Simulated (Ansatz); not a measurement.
**Sn (diamond type): from bands to localised orbitals**

Aim: build maximally localised Wannier functions for Sn (diamond type) from several sets of trial orbitals, and check spreads and centres, and how well the models interpolate the bands. The runs, in order: PBE, valence s p on half of the atoms, 4×4×4; PBE, valence s p on half of the atoms, 6×6×6; PBE, all s p, disentangled, 4×4×4; r2SCAN, valence s p on half of the atoms, 4×4×4; r2SCAN, all s p, disentangled, 4×4×4 (level, trial orbitals, Wannier mesh).

Method: plane waves, PAW, in Ansatz 0.2.0.

1 further run of the same task is left out (it didn't finish). Runs told in other sessions of the task aren't counted.

## 1. The structure to begin with

It takes space group Fd-3m (No. 227, cubic). The conventional cell has a = 6.569 Å, b = 6.569 Å, c = 6.569 Å, α = 90.00°, β = 90.00°, γ = 90.00°. Around Sn (site symmetry -43m) lie 4 Sn at 2.84 Å.

Coordinates:

```cif
data_structure
_symmetry_space_group_name_H-M 'Fd-3m:1'
_symmetry_Int_Tables_number 227
_cell_length_a 6.5689
_cell_length_b 6.5689
_cell_length_c 6.5689
_cell_angle_alpha 90.000
_cell_angle_beta 90.000
_cell_angle_gamma 90.000
_cell_volume 283.45
loop_
_atom_site_label
_atom_site_type_symbol
_atom_site_symmetry_multiplicity
_atom_site_Wyckoff_symbol
_atom_site_fract_x
_atom_site_fract_y
_atom_site_fract_z
_atom_site_occupancy
Sn1 Sn 8 b 0.00000 0.00000 0.50000 1
```

Cell and atoms come from an earlier r2SCAN relaxation. No run includes spin-orbit coupling, which matters for Sn.

## 2. PBE, valence s p on half of the atoms, 4×4×4

Input file input.yaml:

```yaml
crystal:
  lattice:
    - [0.0, 3.2844597792, 3.2844597792]
    - [3.2844597792, 0.0, 3.2844597792]
    - [3.2844597792, 3.2844597792, 0.0]
  atoms:
    - { symbol: Sn, position: [0.0, 0.0, 0.0] }
    - { symbol: Sn, position: [0.25, 0.25, 0.25] }
kpoints:
  mp_grid: { grid: [6, 6, 6] }
  band_path:
    path:
      - [[0.0, 0.0, 0.0], [0.5, 2.901778868546e-17, 0.5], [0.625, 0.25, 0.625]]
      - [[0.375, 0.375, 0.75], [0.0, 0.0, 0.0], [0.5, 0.5, 0.5], [0.5, 0.25, 0.75], [0.5, 2.901778868546e-17, 0.5]]
    npoints: 10
hamiltonian:
  xc: pbe
scf:
  occupations: { method: fermi_dirac, width: 0.02 }
  n_extra_bands: 6
output:
  forces: false
  stress: false
  eigenvalues: true
  wannier:
    kmesh: [4, 4, 4]
    projections: [{ site: 0, l: s, shell: 5 }, { site: 0, l: p, shell: 5 }]
    minimise: true
    write_hr: true
    conv_tol: 1.0e-08
    max_iter: 3000
```

Command:

```
> ansatz run input.yaml --threads 4 --pin off --max-ram 3686MiB --backend cpu --events-out ev --progress --plain --runs-dir out
```

Standard output (excerpt; [...] marks lines left out):

```text
Warning: RAYON_NUM_THREADS=4 ignored (pool sized by the plan → 4); use --threads N
scf.n_extra_bands = 6 over 14 filled bands (N_el = 28.0): the run solves 20 bands
[...]
Pseudopotentials: kind: paw
Pseudopotential: Sn, paw, valence charge 14, recommended cutoff 420 eV (normal), Sn.paw.azcp
Functional definition: PBE
[...]
Crystal: 2 atoms, lattice volume = 70.863 Å³
Basis set: ecut = 420 eV, 1411 PW (Γ)
Bands: 20, of which v1, the nominal top of the filled ones, is band 14 counted from 1 (13 counted from 0)
Symmetry: 48 space group operations
Space group: Fd-3m (ITA 227), of the structure as read, at distance tolerance 4.1e-5 Å
k-points: 16 of 216
[...]
SCF iter   1: F=—  HF=-12048.379537 eV  |F-HF|=—  |Δ(HF+E_count)|=         —  Δρ=7.54e-4  dr2=3.87e-4  ethr=1.77e-3  ⟨swp⟩=6.6  Hψ=1769  notcnv=0
[...]
SCF iter   6: F=-12048.378754 eV  HF=-12048.378754 eV  |F-HF|=2.55e-11  |Δ(HF+E_count)|=   5.09e-8  Δρ=5.46e-7  dr2=1.26e-10  ethr=5.66e-11  ⟨swp⟩=4.9  Hψ=1397  notcnv=0
[...]
NSCF: frozen V_eff on 62 k-points
NSCF: frozen V_eff on 11 k-points
the Wannier pass solved 11 of the 64 points of its mesh, and has the states at the others by symmetry: states obtained by the crystal's operations at points that were solved too leave a residual of 2.54e-13 eV (read by the count's bands and the next), within 6.67e-6 eV
NSCF: frozen V_eff on 11 k-points
the Wannier pass solved 11 of the 64 points of its mesh, and has the states at the others by symmetry: states obtained by the crystal's operations at points that were solved too leave a residual of 2.07e-13 eV (read by the count's bands and the next), within 6.67e-6 eV
SCF converged after 6 iterations
Free energy (F): -12048.378754 eV
[...]
E sigma→0 (E₀):  -12048.378495 eV
Entropy (-TS):   -0.000518 eV (-0.259 meV/atom)
Fermi energy:    7.306448 eV
[...]
--- Band table (eV; the first three rows and the last of 16) ---
  k-point 0: bands = ["-14.2328", "-14.2328", "-14.2328", "-14.1785", "-14.1785", "-13.8972", "-13.8972", "-13.8972", "-13.8925", "-13.8925", "-2.9844", "6.4967", "7.4666", "7.4666", "7.4666", "9.5339", "9.5339", "9.5339", "12.3810", "15.2426"]
[...]
Wannier search: line search 1 of at most 3000: gauge-dependent spread (as the search counts it) 6.1171259 Å², largest recent change 5.2e-1 Å² and fall left 6.1e-3 Å² against conv_tol 1.0e-8 Å², 0 stops escaped
```

It took 1.8 s on 4 threads of Arm Neoverse V1, shared host; peak memory 0.31 GiB.

wannier.win names the bands that the functions span: combinations of 11-15 (counted from 1; 14 are filled by count, though the bands overlap). Combinations are drawn from entangled bands, so such a model needn't follow any one band.

The head of wannier.spreads.toml:

```toml
omega_i_ang2 = 9.61924945252445
omega_d_ang2 = 0.02130530327321802
omega_od_ang2 = 0.8301939561466904
omega_total_ang2 = 10.470748711944358
least_projectability = 0.6117041908479615
b_vectors_match_mmn = true
n_iter = 21
converged = true
rejected_fitted_steps = 1
```

The functions (centres in Å, on-site energies from the highest level of the last filled band):

```
n       x       y       z  spread (Å²)  on-site (eV)  nearest atoms  distance (Å)
1   0.744   0.744   0.744        2.618        -4.554            Sn1          1.29
2  -0.744  -0.744   0.744        2.618        -4.554            Sn1          1.29
3  -0.744   0.744  -0.744        2.618        -4.554            Sn1          1.29
4   0.744  -0.744  -0.744        2.618        -4.554            Sn1          1.29
```

The largest hoppings ⟨m, 0|H|n, R⟩, one of each Hermitian pair (signs follow the phases of the functions):

```
m  n      R  distance (Å)  t (eV)
1  2  0 0 0          2.10  -1.174
2  3  0 0 0          2.10   1.174
2  4  0 0 0          2.10   1.174
1  4  0 0 0          2.10   1.174
1  3  0 0 0          2.10   1.174
3  4  0 0 0          2.10  -1.174
1  4  1 0 0          2.54   1.139
1  2  0 0 1          2.54  -1.139
```

Interpolated bands at the corners of the path, eV from the highest level of the last filled band:

```
point      e1     e2     e3     e4
    Γ  -10.36   0.00   0.00   0.00
    X   -7.48  -7.48  -2.43  -2.43
    U   -7.77  -7.09  -3.42  -2.09
    K   -7.77  -7.09  -3.42  -2.09
    Γ  -10.36   0.00   0.00   0.00
    L   -8.57  -6.14  -1.15  -1.15
    W   -7.42  -7.42  -2.98  -2.98
    X   -7.48  -7.48  -2.43  -2.43
```

Along the path each interpolated band stays within 0.39, 1.03, 0.28, 0.09 eV of the nearest computed level, from the lowest band up.

Misses of an eV or more mean that the model does not follow those bands.

## 3. PBE, valence s p on half of the atoms, 6×6×6

input.yaml, as its differences from that of step 2:

```diff
@@ -25,3 +25,3 @@
   wannier:
-    kmesh: [4, 4, 4]
+    kmesh: [6, 6, 6]
     projections: [{ site: 0, l: s, shell: 5 }, { site: 0, l: p, shell: 5 }]
```

Command:

```
> ansatz run input.yaml --threads 4 --pin off --max-ram 3686MiB --backend cpu --events-out ev --progress --plain --runs-dir out
```

Standard output (excerpt; [...] marks lines left out):

```text
Warning: RAYON_NUM_THREADS=4 ignored (pool sized by the plan → 4); use --threads N
scf.n_extra_bands = 6 over 14 filled bands (N_el = 28.0): the run solves 20 bands
[...]
[... 3 set-up lines as earlier in the session ...]
[...]
Crystal: 2 atoms, lattice volume = 70.863 Å³
Basis set: ecut = 420 eV, 1411 PW (Γ)
Bands: 20, of which v1, the nominal top of the filled ones, is band 14 counted from 1 (13 counted from 0)
[... 2 set-up lines as earlier in the session ...]
k-points: 16 of 216
[...]
SCF iter   1: F=—  HF=-12048.379537 eV  |F-HF|=—  |Δ(HF+E_count)|=         —  Δρ=7.54e-4  dr2=3.87e-4  ethr=1.77e-3  ⟨swp⟩=6.6  Hψ=1769  notcnv=0
[...]
SCF iter   6: F=-12048.378754 eV  HF=-12048.378754 eV  |F-HF|=2.55e-11  |Δ(HF+E_count)|=   5.09e-8  Δρ=5.46e-7  dr2=1.26e-10  ethr=5.66e-11  ⟨swp⟩=4.9  Hψ=1397  notcnv=0
[...]
NSCF: frozen V_eff on 62 k-points
NSCF: frozen V_eff on 19 k-points
[...]
WARN: eigensolver did not converge in 3 slots of this pass, the one above among them; of largest residual over every band (k=9): 1 band(s) unlocked (lowest unlocked band 19, counted from 0; max residual 6.86e-6 eV among the unlocked bands, 6.86e-6 eV over every band); of lowest unlocked [...]
the Wannier pass solved 19 of the 216 points of its mesh, and has the states at the others by symmetry: states obtained by the crystal's operations at points that were solved too leave a residual of 1.38e-13 eV (read by the count's bands and the next), within 4.17e-6 eV
NSCF: frozen V_eff on 19 k-points
the Wannier pass solved 19 of the 216 points of its mesh, and has the states at the others by symmetry: states obtained by the crystal's operations at points that were solved too leave a residual of 1.92e-13 eV (read by the count's bands and the next), within 4.17e-6 eV
SCF converged after 6 iterations
Free energy (F): -12048.378754 eV
[...]
E sigma→0 (E₀):  -12048.378495 eV
Entropy (-TS):   -0.000518 eV (-0.259 meV/atom)
Fermi energy:    7.306448 eV
[...]
--- Band table (eV; the first three rows and the last of 16) ---
  k-point 0: bands = ["-14.2328", "-14.2328", "-14.2328", "-14.1785", "-14.1785", "-13.8972", "-13.8972", "-13.8972", "-13.8925", "-13.8925", "-2.9844", "6.4967", "7.4666", "7.4666", "7.4666", "9.5339", "9.5339", "9.5339", "12.3810", "15.2426"]
[...]
Wannier search: line search 1 of at most 3000: gauge-dependent spread (as the search counts it) 6.5530744 Å², largest recent change 9.0e-1 Å² and fall left 7.0e-3 Å² against conv_tol 1.0e-8 Å², 0 stops escaped
```

It took 2.7 s on 4 threads of Arm Neoverse V1, shared host; peak memory 0.37 GiB.

The eigensolver's warning concerns residuals under 0.0001 eV, too small to move the results.

wannier.win names the bands that the functions span: combinations of 11-15 (counted from 1; 14 are filled by count, though the bands overlap). Combinations are drawn from entangled bands, so such a model needn't follow any one band.

The head of wannier.spreads.toml:

```toml
omega_i_ang2 = 11.842910335330203
omega_d_ang2 = 0.02867904166036808
omega_od_ang2 = 0.8405007167969142
omega_total_ang2 = 12.712090093787484
least_projectability = 0.6117041907307119
b_vectors_match_mmn = true
n_iter = 21
converged = true
rejected_fitted_steps = 0
```

The functions (centres in Å, on-site energies from the highest level of the last filled band):

```
n       x       y       z  spread (Å²)  on-site (eV)  nearest atoms  distance (Å)
1   0.729   0.729   0.729        3.178        -4.575            Sn1          1.26
2  -0.729  -0.729   0.729        3.178        -4.575            Sn1          1.26
3   0.729  -0.729  -0.729        3.178        -4.575            Sn1          1.26
4  -0.729   0.729  -0.729        3.178        -4.575            Sn1          1.26
```

Along the path each interpolated band stays within 0.36, 0.89, 0.15, 0.06 eV of the nearest computed level, from the lowest band up.

## 4. PBE, all s p, disentangled, 4×4×4

input.yaml, as its differences from that of step 3:

```diff
@@ -19,3 +19,3 @@
   occupations: { method: fermi_dirac, width: 0.02 }
-  n_extra_bands: 6
+  n_extra_bands: 8
 output:
@@ -25,4 +25,4 @@
   wannier:
-    kmesh: [6, 6, 6]
-    projections: [{ site: 0, l: s, shell: 5 }, { site: 0, l: p, shell: 5 }]
+    kmesh: [4, 4, 4]
+    projections: [{ species: Sn, l: s, shell: 5 }, { species: Sn, l: p, shell: 5 }]
     minimise: true
@@ -31 +31,6 @@
     max_iter: 3000
+    disentanglement: { window: [-18.53, 23.47], frozen_window: [-0.53, 8.97] }
+  write_density: true
+  write_potential: true
+  elf: true
+  volumetric_format: npy
```

Command:

```
> ansatz run input.yaml --threads 4 --pin off --max-ram 3686MiB --backend cpu --events-out ev --progress --plain --runs-dir out
```

Standard output:

```text
Warning: RAYON_NUM_THREADS=4 ignored (pool sized by the plan → 4); use --threads N
scf.n_extra_bands = 8 over 14 filled bands (N_el = 28.0): the run solves 22 bands
Engine: ansatz 0.2.0, aarch64-unknown-linux-gnu
[... 3 set-up lines as earlier in the session ...]
  parameter kappa = 0.804
  parameter beta = 0.06672455060314922
  exchange = pbe_x(kappa = kappa, mu = beta*pi^2/3)
  correlation = pbe_c(beta = beta)
Crystal: 2 atoms, lattice volume = 70.863 Å³
Basis set: ecut = 420 eV, 1411 PW (Γ)
Bands: 22, of which v1, the nominal top of the filled ones, is band 14 counted from 1 (13 counted from 0)
[... 2 set-up lines as earlier in the session ...]
k-points: 16 of 216
Non-local potential: Sn, projectors of the file, l = 0: 2, l = 1: 2, l = 2: 2, l = 3: 2
PAW form: soft (Blöchl's): semilocal exchange-correlation on the pseudo side does not see the compensation charge
PAW one-centre angular grid: Sn, 590 points (default); XC on 64 Gauss nodes
Initial density: superposition of atomic densities (neutral atoms: chi_scale 0, normalization atom), corrected by the library's trained network
Initial wavefunctions: pseudopotential atomic-orbital guess
Functional: x = pbe(κ = 0.804, μ = 0.2195149727645171), c = pbe(β = 0.06672455060314922)
SCF iter   1: F=—  HF=-12048.379490 eV  |F-HF|=—  |Δ(HF+E_count)|=         —  Δρ=7.72e-4  dr2=4.07e-4  ethr=1.77e-3  ⟨swp⟩=6.2  Hψ=1890  notcnv=0
preconditioner: auto → none  [insulator: Δε(μ)=0.264 eV  Ē_g=22.545 eV  σ=0.020 eV  W_gap=0.50  n_scr=14 (ndim 8)  ℏωp=23.3 eV  f_vac=0.103  D(μ)=0.46/eV (n_scr^D=0)  ε∞_Penn≈2.1]
SCF iter   2: F=—  HF=-12048.378636 eV  |F-HF|=—  |Δ(HF+E_count)|=   8.54e-4  Δρ=4.34e-4  dr2=1.80e-4  ethr=1.46e-6  ⟨swp⟩=2.1  Hψ=776  notcnv=0  defer=49
SCF iter   3: F=—  HF=-12048.378706 eV  |F-HF|=—  |Δ(HF+E_count)|=   6.98e-5  Δρ=1.43e-4  dr2=1.02e-5  ethr=6.42e-7  ⟨swp⟩=2.0  Hψ=583  notcnv=0  defer=49
SCF iter   4: F=—  HF=-12048.378749 eV  |F-HF|=—  |Δ(HF+E_count)|=   4.31e-5  Δρ=6.33e-5  dr2=2.26e-6  ethr=3.63e-8  ⟨swp⟩=2.0  Hψ=371  notcnv=0  defer=49
iter 5 did not close the SCF: its close was put off for the readings that it lacked (scf_convergence_deferred on its scf_iter line)
SCF iter   5: F=-12048.378754 eV  HF=-12048.378754 eV  |F-HF|=3.57e-8  |Δ(HF+E_count)|=   4.83e-6  Δρ=5.41e-6  dr2=2.22e-8  ethr=8.06e-9  ⟨swp⟩=2.0  Hψ=524  notcnv=0  defer=49
SCF iter   6: F=-12048.378754 eV  HF=-12048.378754 eV  |F-HF|=1.49e-10  |Δ(HF+E_count)|=   5.22e-8  Δρ=8.36e-7  dr2=2.99e-10  ethr=7.94e-11  ⟨swp⟩=5.1  Hψ=1644  notcnv=0
SCF 1 converged in 6 iterations: F = -12048.378754 eV  dr2 = 2.99e-10
NSCF: frozen V_eff on 62 k-points
NSCF: frozen V_eff on 11 k-points
the Wannier pass solved 11 of the 64 points of its mesh, and has the states at the others by symmetry: states obtained by the crystal's operations at points that were solved too leave a residual of 2.49e-13 eV (read by the count's bands and the next), within 6.67e-6 eV
NSCF: frozen V_eff on 11 k-points
the Wannier pass solved 11 of the 64 points of its mesh, and has the states at the others by symmetry: states obtained by the crystal's operations at points that were solved too leave a residual of 3.12e-13 eV (read by the count's bands and the next), within 6.67e-6 eV
NSCF: frozen V_eff on 11 k-points
the Wannier pass solved 11 of the 64 points of its mesh, and has the states at the others by symmetry: states obtained by the crystal's operations at points that were solved too leave a residual of 3.57e-13 eV (read by the count's bands and the next), within 6.67e-6 eV
SCF converged after 6 iterations
Free energy (F): -12048.378754 eV
Harris-Foulkes:  -12048.378754 eV  (|F-HF|=1.49e-10)
Internal energy: -12048.378236 eV  (E = F + TS)
E sigma→0 (E₀):  -12048.378495 eV
Entropy (-TS):   -0.000518 eV (-0.259 meV/atom)
Fermi energy:    7.306448 eV
--- Per-component energies (eV) ---
  E_band       = -258.573341
  E_kinetic    = 374.104906
  E_local      = -2346.658333  (includes V_loc(G=0)·N_el)
  E_nonlocal   = -63.988250
  E_hartree    = 1342.178739
  E_xc         = -763.815973
  E_vxc        = -190.667413  (∫ρ·V_xc dr)
  E_paw        = -8275.766279  (= ΣΔE_a)
  E_vpaw       = -715.720854  (= ΣTr[D̂ρ^β])
  E_aug_tail   = -0.000001  (compensation charges beyond the density's cutoff)
  E_ewald      = -2314.433044
  E_smearing   = -0.000518  (= −TS)
  E_closure    = 0.000000  (closes the sum)
  Σ components = -12048.378754   (vs F -12048.378754, Δ=0.00e0)
--- Band table (eV; the first three rows and the last of 16) ---
  k-point 0: bands = ["-14.2328", "-14.2328", "-14.2328", "-14.1785", "-14.1785", "-13.8972", "-13.8972", "-13.8972", "-13.8925", "-13.8925", "-2.9844", "6.4967", "7.4666", "7.4666", "7.4666", "9.5339", "9.5339", "9.5339", "12.3810", "15.2426", "15.2426", "15.6907"]
  k-point 1: bands = ["-14.2474", "-14.2474", "-14.2269", "-14.1573", "-14.1573", "-13.9264", "-13.9264", "-13.9046", "-13.8674", "-13.8674", "-2.7278", "4.5433", "7.0465", "7.0465", "7.8505", "10.0757", "10.0757", "10.6382", "13.4685", "14.2541", "14.2541", "15.1684"]
  k-point 2: bands = ["-14.2618", "-14.2618", "-14.2144", "-14.1318", "-14.1318", "-13.9482", "-13.9482", "-13.9199", "-13.8518", "-13.8518", "-2.0255", "2.3402", "6.5157", "6.5157", "7.4750", "10.5651", "10.5651", "12.9016", "13.5199", "14.6472", "14.6472", "17.0625"]
  k-point 15: bands = ["-14.2919", "-14.2919", "-14.1197", "-14.1197", "-14.0373", "-14.0373", "-13.9904", "-13.9904", "-13.8169", "-13.8169", "0.0303", "0.0303", "4.6060", "4.6060", "9.6504", "9.6504", "12.6364", "12.6364", "16.2198", "16.2198", "17.4452", "17.4452"]
Wannier search: line search 1 of at most 3000: gauge-dependent spread (as the search counts it) 7.0534756 Å², largest recent change 1.4e0 Å² and fall left 3.8e-3 Å² against conv_tol 1.0e-8 Å², 0 stops escaped
WARN: <dir> by an estimate from the overlaps, the levels of the selected subspace lie 0.038 eV from the frozen bands on average, midway between mesh points. Up to 0.02 eV counts as a good interpolation. More projections, another frozen window or a finer output.wannier.kmesh can bring them closer
```

Wall time 3.7 s (4 threads of Arm Neoverse V1, shared host); peak memory 0.34 GiB.

The windows are typed on the program's own energy scale, on which the last band filled by count tops at 7.47 eV (the bands overlap, so it is not filled everywhere).

The head of wannier.spreads.toml:

```toml
omega_i_ang2 = 13.186199494018652
omega_d_ang2 = 0.04725404863138248
omega_od_ang2 = 2.0118139082057973
omega_total_ang2 = 15.245267450855831
least_projectability = 0.8133647967850048
b_vectors_match_mmn = true
n_iter = 24
converged = true
rejected_fitted_steps = 0
dis_converged = true
dis_n_iter = 89
dis_n_moved = 0
dis_level_miss = 0.037594982022168745
```

The functions (centres in Å, on-site energies from the highest level of the last filled band):

```
n       x       y       z  spread (Å²)  on-site (eV)  nearest atoms  distance (Å)
1  -0.490  -0.490  -0.490        1.906        -0.417            Sn1          0.85
2   2.132   1.152   1.152        1.906        -0.417            Sn2          0.85
3   0.490  -0.490   0.490        1.906        -0.417            Sn1          0.85
4  -0.490   0.490   0.490        1.906        -0.417            Sn1          0.85
5   0.490   0.490  -0.490        1.906        -0.417            Sn1          0.85
6   2.132   2.132   2.132        1.906        -0.417            Sn2          0.85
7   1.152   2.132   1.152        1.906        -0.417            Sn2          0.85
8   1.152   1.152   2.132        1.906        -0.417            Sn2          0.85
```

The largest hoppings ⟨m, 0|H|n, R⟩, one of each Hermitian pair (moduli):

```
m  n      R  distance (Å)  |t| (eV)
3  4  0 0 0          1.39     1.915
2  8  0 0 0          1.39     1.915
4  5  0 0 0          1.39     1.915
3  5  0 0 0          1.39     1.915
6  8  0 0 0          1.39     1.915
7  8  0 0 0          1.39     1.915
2  7  0 0 0          1.39     1.915
2  6  0 0 0          1.39     1.915
```

Interpolated bands at the corners of the path, eV from the highest level of the last filled band:

```
point      e1     e2     e3     e4     e5    e6    e7    e8
    Γ  -10.20  -0.97   0.00   0.00   0.00  2.07  2.07  2.07
    X   -7.48  -7.48  -2.43  -2.43   0.78  0.78  7.41  7.41
    U   -7.90  -6.99  -3.08  -2.09   0.88  3.61  6.14  6.59
    K   -7.90  -6.99  -3.08  -2.09   0.88  3.61  6.14  6.59
    Γ  -10.20  -0.97   0.00   0.00   0.00  2.07  2.07  2.07
    L   -8.88  -6.25  -1.15  -1.15  -0.16  3.58  3.58  7.37
    W   -7.42  -7.42  -2.98  -2.98   3.45  3.45  5.67  5.67
    X   -7.48  -7.48  -2.43  -2.43   0.78  0.78  7.41  7.41
```

Along the path each interpolated band stays within 0.25, 0.08, 0.27, 0.19, 0.39, 0.65, 1.73, 1.73 eV of the nearest computed level, from the lowest band up; bands outside the frozen window needn't match, and between the mesh's points a coarse mesh lets the others stray too.

Misses of an eV or more mean that the model does not follow those bands.

[end of part 1 of 2]
